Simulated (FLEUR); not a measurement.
## Fe (c factor at fixed volume 1.06 on the database's cell): anisotropy by force theorems

Aim: the anisotropy of Fe (c factor at fixed volume 1.06 on the database's cell) from single passes in the potential of one collinear state.

Method: PBE; all-electron FLAPW, Dirac cores, scalar-relativistic bands, in FLEUR MaX-R8.1.

This is not the structure that Fe takes at ambient pressure and room temperature (bcc); it is a model or a phase of other conditions.

The database entry behind the starting cell differs from later determinations by our own check (an axis about 0.7 % long against later determinations), so it need not match the best structure at ambient conditions.

## (1) The starting structure

The structure is tetragonal, space group I4/mmm (No. 139). Conventional cell: a = 2.803 Å, b = 2.803 Å, c = 3.059 Å, α = 90.00°, β = 90.00°, γ = 90.00°. Fe has 12 Fe at 2.50 to 2.80 Å nearest.

The cell is strained on purpose: c factor at fixed volume 1.06 on the database's cell.

## (2) Self-consistent state

The force theorems are single passes in this state's potential, so it has to be converged first.

No symmetry is used, so that later steps may turn the spins freely; k and −k are joined. inpgen writes inp.xml from crystal.txt; cutoffs, mixing, functional, smearing and local orbitals are then set in the file. The k list scf (kpts.xml, not shown) is a Γ-centred 14×14×14 mesh; where the ranks do not divide the number of points, some are split in two of half the weight.

The input, inp.xml:

```
<?xml version="1.0" encoding="UTF-8" standalone="no"?>
<fleurInput fleurInputVersion="0.39">
   <comment>
      Fe
   </comment>
   <calculationSetup>
      <cutoffs Kmax="3.6" Gmax="10.8" GmaxXC="10.8" numbands="0"/>
      <scfLoop itmax="110" minDistance="0.00002" maxIterBroyd="15" imix="Anderson" alpha="0.05" precondParam="0.0" spinf="2.0" sdNocoIR="T"/>
      <coreElectrons ctail="F" frcor="F" kcrel="0" coretail_lmax="0"/>
      <xcFunctional name="pbe" relativisticCorrections="F"/>
      <magnetism jspins="2" l_noco="F" l_ss="F">
         <qss>0.0 0.0 0.0</qss>
         <mtNocoParams l_mperp="F" l_mtNocoPot="F" l_relaxSQA="F" mag_mixing_scheme="0" mix_RelaxWeightOffD="1.0" l_constrained="F" mix_constr="1.0"/>
         <sourceFreeMag l_sourceFree="F" l_scaleMag="F" mag_scale="1.0"/>
      </magnetism>
      <soc l_soc="F" theta="0.0" phi="0.0" spav="F"/>
      <expertModes spex="0" secvar="F"/>
      <geometryOptimization l_f="F" forcealpha="1.0" forcemix="BFGS" epsdisp="0.00001" epsforce="0.00001"/>
      <ldaU l_linMix="F" mixParam="0.05" spinf="1.0"/>
   </calculationSetup>
   <cell>
      <bzIntegration valenceElectrons="16.0" mode="hist" fermiSmearingEnergy="0.00183747">
         <kPointListSelection listName="scf"/>
         <xi:include xmlns:xi="http://www.w3.org/2001/XInclude" href="kpts.xml"> </xi:include>
      </bzIntegration>
      <xi:include xmlns:xi="http://www.w3.org/2001/XInclude" href="sym.xml"> </xi:include>
      <bulkLattice scale="1.0">
         <bravaisMatrix>
            <row-1>   -2.6485749406880612     2.6485749406880612     2.8904872856656678</row-1>
            <row-2>    2.6485749406880612    -2.6485749406880612     2.8904872856656678</row-2>
            <row-3>    2.6485749406880612     2.6485749406880612    -2.8904872856656678</row-3>
         </bravaisMatrix>
      </bulkLattice>
   </cell>
   <atomSpecies>
      <species name="Iron (Fe) 2.800" element="Fe" atomicNumber="26">
         <mtSphere radius="2.31" gridPoints="763" logIncrement="0.016"/>
         <atomicCutoffs lmax="8" lnonsphr="6"/>
         <electronConfig flipSpins="F">
            <coreConfig>(1s1/2) (2s1/2) (2p1/2) (2p3/2)</coreConfig>
            <valenceConfig>(3s1/2) (3p1/2) (3p3/2) (4s1/2) (3d3/2) (3d5/2)</valenceConfig>
            <stateOccupation state="(3d3/2)" spinUp="1.4" spinDown="1.0"/>
            <stateOccupation state="(3d5/2)" spinUp="3.0" spinDown="0.6"/>
         </electronConfig>
         <energyParameters s="4" p="4" d="3" f="4"/>
         <lo type="SCLO" l="0" n="3" eDeriv="0"/>
         <lo type="SCLO" l="1" n="3" eDeriv="0"/>
      </species>
   </atomSpecies>
   <atomGroups>
      <atomGroup species="Iron (Fe) 2.800">
         <relPos label="                   1">.0000000000 .0000000000 .0000000000</relPos>
         <force calculate="T" relaxXYZ="TTT"/>
         <nocoParams  alpha="0.0" beta="0.0"/>
      </atomGroup>
   </atomGroups>
   <output dos="F" band="F" slice="F">
      <bandDOS minEnergy="-.5*Htr" maxEnergy="0.5*Htr" sigma="0.015" storeEVData="T"/>
      <plotting iplot="0" polar="F">
         <plot TwoD="T" vec1="  1.0  0.0  0.0" vec2="  0.0  1.0  0.0" vec3="  0.0  0.0  1.0" zero="  0.0  0.0  0.0" file="plot"/>
      </plotting>
      <moessbauerParams electricFieldGradient="F" isomerShift="F" coreHyperfine="F" valenceHyperfine="F"/>
   </output>
</fleurInput>
```

The input, crystal.txt:

```
Fe
&input film=F cartesian=F /
-1.40156550000  1.40156550000  1.52958000000
1.40156550000  -1.40156550000  1.52958000000
1.40156550000  1.40156550000  -1.52958000000
1.8897261246
1.0 1.0 1.0

1
26 0.00000000000  0.00000000000  0.00000000000 : 2.800

&kpt div1=14 div2=14 div3=14 gamma=T /
```

On the command line:

```console
$ OMP_NUM_THREADS=1 inpgen -f crystal.txt -nosym -noco > inpgen.log  # inp.xml is then edited as shown
$ OMP_NUM_THREADS=1 mpirun -n 4 fleur_MPI > fleur.log
```

The log of the run:

```text
Welcome to FLEUR        (www.flapw.de)
      MaX-Release 8.1          (www.max-centre.eu)

 ========== k-point set info ==========
 Selected k-point list: scf
 k-point list type: mesh
 0 x 0 x 0
 Number of k points: 1376

 ------------Calculation Setup---------------------------
 Number of MPI-tasks      :            4
 Number of PE/node        :            4
 Number of OMP-threads    :            1
 k-points in parallel     :            4
 pe's per k-point         :            1
 No of k-point loops      :          344
 Eigenvalue solver        :       lapack
 Number of basis functions:           78
 Approximate size of matrices (H+S) per k-point:         0.000 GB
 --------------------------------------------------------
 Complex matrix made real
 Complex matrix made real
 Iteration:     1   Distance:      11.07583133 me/bohr^3
 Iteration:     2   Distance:       9.12387107 me/bohr^3
 Iteration:     3   Distance:       6.25424942 me/bohr^3
 Iteration:     4   Distance:       2.99650981 me/bohr^3
 Iteration:     5   Distance:       1.74960017 me/bohr^3
 Iteration:     6   Distance:       1.19581443 me/bohr^3
 Iteration:     7   Distance:       0.84609502 me/bohr^3
 Iteration:     8   Distance:       0.71944581 me/bohr^3
 Iteration:     9   Distance:       0.47951408 me/bohr^3
 Iteration:    10   Distance:       0.07490275 me/bohr^3
 Iteration:    11   Distance:       0.06040251 me/bohr^3
 Iteration:    12   Distance:       0.03310982 me/bohr^3
 Iteration:    13   Distance:       0.02997370 me/bohr^3
 Iteration:    14   Distance:       0.01336320 me/bohr^3
 Iteration:    15   Distance:       0.01198516 me/bohr^3
 Iteration:    16   Distance:       0.01167395 me/bohr^3
 Iteration:    17   Distance:       0.00292852 me/bohr^3
 Iteration:    18   Distance:       0.00212170 me/bohr^3
 Iteration:    19   Distance:       0.00073831 me/bohr^3
 Iteration:    20   Distance:       0.00132432 me/bohr^3
 Iteration:    21   Distance:       0.00022992 me/bohr^3
 Iteration:    22   Distance:       0.00005965 me/bohr^3
 Iteration:    23   Distance:       0.00001015 me/bohr^3

 ********************************************************************
 Run finished successfully
 Stop message:
   all done
 ********************************************************************

--- out.xml (last complete iteration) ---
<iteration numberForCurrentRun="   23" overallNumber="   23">
         <energyParameters units="Htr">
            <atomicEP atomType="1" spin="1" branch="4s" branchLowest="-2.89" branchHighest="1.83" value="0.1997120694"/>
            <atomicEP atomType="1" spin="1" branch="4p" branchLowest="-1.63" branchHighest="2.40" value="0.3329973694"/>
            <atomicEP atomType="1" spin="1" branch="3d" branchLowest="-9.99" branchHighest="0.38" value="0.2575606493"/>
            <atomicEP atomType="1" spin="1" branch="4f" branchLowest="-9.99" branchHighest="3.47" value="0.6465771858"/>
            <loAtomicEP atomType="1" spin="1" branch="3s" branchLowest="-29.54" branchHighest="-2.89" value="-2.9012614073"/>
            <loAtomicEP atomType="1" spin="1" branch="3p" branchLowest="-25.07" branchHighest="-1.63" value="-1.6536642149"/>
            <atomicEP atomType="1" spin="2" branch="4s" branchLowest="-2.79" branchHighest="1.90" value="0.1944319615"/>
            <atomicEP atomType="1" spin="2" branch="4p" branchLowest="-1.53" branchHighest="2.47" value="0.3211110299"/>
            <atomicEP atomType="1" spin="2" branch="3d" branchLowest="-9.99" branchHighest="0.48" value="0.3280763776"/>
            <atomicEP atomType="1" spin="2" branch="4f" branchLowest="-9.99" branchHighest="3.53" value="0.6297346977"/>
            <loAtomicEP atomType="1" spin="2" branch="3s" branchLowest="-29.49" branchHighest="-2.79" value="-2.7984072557"/>
            <loAtomicEP atomType="1" spin="2" branch="3p" branchLowest="-25.04" branchHighest="-1.53" value="-1.5534165933"/>
         </energyParameters>
         <bandgap value="-0.0000000004" units="eV"/>
         <sumValenceSingleParticleEnergies value="-13.2748717572" units="Htr"/>
         <FermiEnergy value="0.3324569289" units="Htr"/>
         <valenceDensity>
            <mtCharges spin="1">
               <mtCharge atomType="1" total="8.6412571" s="1.1930156" p="3.1674167" d="4.2624269" f="0.0138765"/>
            </mtCharges>
            <mtCharges spin="2">
               <mtCharge atomType="1" total="6.2526164" s="1.2002606" p="3.2082213" d="1.8314705" f="0.0101456"/>
            </mtCharges>
            <spinDependentCharge spin="1" total="9.1641017" interstitial="0.5228445" mtSpheres="8.6412571"/>
            <spinDependentCharge spin="2" total="6.8358983" interstitial="0.5832819" mtSpheres="6.2526164"/>
            <totalCharge value="16.0000000000"/>
         </valenceDensity>
         <coreStates atomType="     1" atomicNumber=" 26" spin="1" kinEnergy="    574.6320643555" eigValSum="   -361.3257664569" lostElectrons=" 0.000000">
            <state n="1" l="0" j="0.5" energy="-256.5515002131" weight="1.0000000000"/>
            <state n="2" l="0" j="0.5" energy="-29.5389135703" weight="1.0000000000"/>
            <state n="2" l="1" j="0.5" energy="-25.3839126180" weight="1.0000000000"/>
            <state n="2" l="1" j="1.5" energy="-24.9257200278" weight="2.0000000000"/>
         </coreStates>
         <coreStates atomType="     1" atomicNumber=" 26" spin="2" kinEnergy="    575.1008123544" eigValSum="   -361.1774277176" lostElectrons=" 0.000000">
            <state n="1" l="0" j="0.5" energy="-256.5519751888" weight="1.0000000000"/>
            <state n="2" l="0" j="0.5" energy="-29.4933235492" weight="1.0000000000"/>
            <state n="2" l="1" j="0.5" energy="-25.3501748052" weight="1.0000000000"/>
            <state n="2" l="1" j="1.5" energy="-24.8909770872" weight="2.0000000000"/>
         </coreStates>
         <allElectronCharges>
            <spinDependentCharge spin="1" total="14.1641017" interstitial="0.5228445" mtSpheres="13.6412571"/>
            <spinDependentCharge spin="2" total="11.8358983" interstitial="0.5832819" mtSpheres="11.2526164"/>
            <totalCharge value="26.0000000001"/>
         </allElectronCharges>
         <magneticMomentsInMTSpheres units="muBohr">
            <globalMagMoment atomType="1" vec="0.00000   0.00000   2.38864"/>
            <localMagMoment atomType="1" vec="0.00000   0.00000   2.38864"/>
         </magneticMomentsInMTSpheres>
         <moessbauerParams unitsHFF="kG" unitsIS="e/bohr^3" unitsEFG="Htr/bohr^2">
         </moessbauerParams>
         <totalEnergy value="    -1272.8020178428" units="Htr">
            <sumOfEigenvalues value="     -735.7780659318">
               <coreElectrons value="-722.5031941746"/>
               <valenceElectrons value="-13.2748717572"/>
            </sumOfEigenvalues>
            <densityCoulombPotentialIntegral value="-1953.3697046123"/>
            <densityEffectivePotentialIntegral value="-2025.9793006097"/>
            <chargeDenXCDenIntegral value="-55.9386154476"/>
            <FockExchangeEnergyValence value="0.0000000000"/>
            <FockExchangeEnergyCore value="0.0000000000"/>
            <atomTypeDependentContributions atomType="1">
               <electronNucleiInteractionDifferentMTs value="1520.0041123942"/>
               <MadelungTerm value="-10.3756723727"/>
            </atomTypeDependentContributions>
            <tkbTimesEntropy value="0.0003455985"/>
            <freeEnergy value="-1272.8023634413"/>
            <extrapolationTo0K value="-1272.8021906420"/>
         </totalEnergy>
         <densityConvergence units="me/bohr^3">
            <chargeDensity spin="1" distance="0.0000084801"/>
            <chargeDensity spin="2" distance="0.0000041718"/>
            <overallChargeDensity distance="0.0000086999"/>
            <spinDensity distance="0.0000101461"/>
         </densityConvergence>
      </iteration>
```

It took 91 s on 4 MPI ranks of Arm Neoverse V1, shared host; peak memory 0.32 GiB; 6 min of CPU time.

Read from the output:

- free energy: -34634.7167 eV
- magnetization: 2.328 μB
- final state: ferromagnetic
- largest moment: 2.389 μB

After 23 cycles the largest moment stands at 2.39 μB.

## (3) Anisotropy by the force theorem, rung 1

Anisotropy is a small difference, so it is taken from sums over occupied states at a frozen potential, where most errors cancel.

One pass with spin–orbit coupling for each direction, from the saved density. Inversion lets half of the mesh serve, which the program's warning doesn't know. The k list mae (kpts.xml, not shown) is a Γ-centred 19×19×19 mesh.

Changes to inp.xml since step 2:

```diff
@@ -6,4 +6,4 @@
    <calculationSetup>
-      <cutoffs Kmax="3.6" Gmax="10.8" GmaxXC="10.8" numbands="0"/>
-      <scfLoop itmax="110" minDistance="0.00002" maxIterBroyd="15" imix="Anderson" alpha="0.05" precondParam="0.0" spinf="2.0" sdNocoIR="T"/>
+      <cutoffs Kmax="3.6" Gmax="10.8" GmaxXC="10.8" numbands="36"/>
+      <scfLoop itmax="1" minDistance="0.00002" maxIterBroyd="15" imix="Anderson" alpha="0.05" precondParam="0.0" spinf="2.0" sdNocoIR="T"/>
       <coreElectrons ctail="F" frcor="F" kcrel="0" coretail_lmax="0"/>
@@ -15,3 +15,3 @@
       </magnetism>
-      <soc l_soc="F" theta="0.0" phi="0.0" spav="F"/>
+      <soc l_soc="T" theta="0.0" phi="0.0" spav="F"/>
       <expertModes spex="0" secvar="F"/>
@@ -22,3 +22,3 @@
       <bzIntegration valenceElectrons="16.0" mode="hist" fermiSmearingEnergy="0.00183747">
-         <kPointListSelection listName="scf"/>
+         <kPointListSelection listName="mae"/>
          <xi:include xmlns:xi="http://www.w3.org/2001/XInclude" href="kpts.xml"> </xi:include>
@@ -63,2 +63,5 @@
    </output>
+   <forceTheorem>
+      <MAE theta="0.0 1.5707963 1.5707963 0.7853982" phi="0.0 0.0 0.7853982 0.0"/>
+   </forceTheorem>
 </fleurInput>
```

On the command line:

```console
$ OMP_NUM_THREADS=1 mpirun -n 4 fleur_MPI -warn_only > fleur.log
```

The log of the run:

```text
[banner, memory and clock lines left out]
Welcome to FLEUR        (www.flapw.de)
      MaX-Release 8.1          (www.max-centre.eu)
************FLEUR-Warning*****************
Error message: k-point set is not compatible to missing time-reversal symmetry in calculation.
Error occurred in subroutine: gen_bz
Error from PE:0/4
Other PEs with error messages:
     3-k-point set is not compatible to missing time-reversal symmetry in calculation.
*****************************************

 ========== k-point set info ==========
 Selected k-point list: mae
 k-point list type: mesh
 0 x 0 x 0
 Number of k points: 3432

 [... set-up left out ...]
 ********************************************************************
 Run finished successfully
 Stop message:
   Forcetheorem MAE
 ********************************************************************

--- out.xml (force theorem) ---
<Forcetheorem_MAE Angles="4" units="Htr">
            <Angle theta="0.0000000" phi="0.0000000" ev-sum="-13.275488511"/>
            <Angle theta="1.5707963" phi="0.0000000" ev-sum="-13.275490230"/>
            <Angle theta="1.5707963" phi="0.7853982" ev-sum="-13.275490219"/>
            <Angle theta="0.7853982" phi="0.0000000" ev-sum="-13.275489365"/>
         </Forcetheorem_MAE>
```

It took 47 s on 4 MPI ranks; peak memory 0.86 GiB; 3.1 min of CPU time.

Anisotropy energies, by row:

```tsv
axis	x	y	z	band energy less the first axis' (meV a cell)
[001]	0	0	1	0
[100]	1	0	0	-0.04678
[110]	0.7071	0.7071	0	-0.04648
45 degrees from [001] toward [100]	0.7071	0	0.7071	-0.02324
```

Indices are those of the standard conventional cell; x, y, z give the same directions in the axes of the input.

## (4) Energy against the direction of the moments, rung 2

A second rung shows how far the first can be trusted.

The k list mae (kpts.xml, not shown) is a Γ-centred 28×28×28 mesh.

inp.xml is that of step 3.

The log of the run:

```text
[banner, memory and clock lines left out]
Welcome to FLEUR        (www.flapw.de)
      MaX-Release 8.1          (www.max-centre.eu)
************FLEUR-Warning*****************
Error message: k-point set is not compatible to missing time-reversal symmetry in calculation.
Error occurred in subroutine: gen_bz
Error from PE:0/4
Other PEs with error messages:
     2-k-point set is not compatible to missing time-reversal symmetry in calculation.
*****************************************

 ========== k-point set info ==========
 Selected k-point list: mae
 k-point list type: mesh
 0 x 0 x 0
 Number of k points: 10980

 [... set-up left out ...]
 ********************************************************************
 Run finished successfully
 Stop message:
   Forcetheorem MAE
 ********************************************************************

--- out.xml (force theorem) ---
<Forcetheorem_MAE Angles="4" units="Htr">
            <Angle theta="0.0000000" phi="0.0000000" ev-sum="-13.275502314"/>
            <Angle theta="1.5707963" phi="0.0000000" ev-sum="-13.275504557"/>
            <Angle theta="1.5707963" phi="0.7853982" ev-sum="-13.275504544"/>
            <Angle theta="0.7853982" phi="0.0000000" ev-sum="-13.275503431"/>
         </Forcetheorem_MAE>
```

Run time: 2.5 min. Hardware: 4 MPI ranks; peak memory 2.4 GiB.

Anisotropy energies, by row:

```tsv
axis	x	y	z	band energy less the first axis' (meV a cell)
[001]	0	0	1	0
[100]	1	0	0	-0.06104
[110]	0.7071	0.7071	0	-0.06068
45 degrees from [001] toward [100]	0.7071	0	0.7071	-0.0304
```

(Continued in part 2 of 2.)

[Logs and program files are shortened in this print: banners, set-up blocks, solver, clock and traceback lines can be left out without a mark of their own.]

[Logs are printed without paths, hosts, clocks, repeated set-up lines and the standing remarks that a program may print on its own settings, such as how far it seeks lower states.]

[Hosts, paths, dates, database ids (printed as entryN), source tags and the programs' standing remarks are cut or masked in the printed files.]

[Where a cell is said to come from a database of computed structures, the database is the Materials Project.]
